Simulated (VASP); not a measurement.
Consider the following.

```
CELL_PARAMETERS angstrom
      3.74519     0.00000     0.00000
      0.00000     3.74519     0.00000
      0.00000     0.00000     3.74519
ATOMIC_POSITIONS crystal
  La 0.00000 0.00000 0.00000
  Al 0.50000 0.50000 0.50000
  O  0.50000 0.00000 0.50000
  O  0.00000 0.50000 0.50000
  O  0.50000 0.50000 0.00000
```

Level of theory: r2SCAN meta-GGA, VASP's PBE PAW potentials (set 64) (plane waves; VASP). Settings: 520 eV cut-off, 6×6×6 Γ-centred mesh, Gaussian smearing of 0.050 eV, potentials La Al O.

Task: Predict the energy per atom (σ→0), pressure, band gap (on the k-mesh) with the smallest direct gap where there is one.

Result: 
- band gap (on the k-mesh): 4.08 eV
- smallest direct gap (on the k-mesh): 4.17 eV
- energy per atom (σ→0): -14.530 eV/atom
- pressure: 6.98 GPa

Total energies compare only between runs with the same potentials, cut-off and functional.

The compound is LaAlO3 in the cubic perovskite structure, the ideal cubic form; the compound distorts at low or room temperature. This cell is one point of a volume scan, at 0.97 of the reference volume.
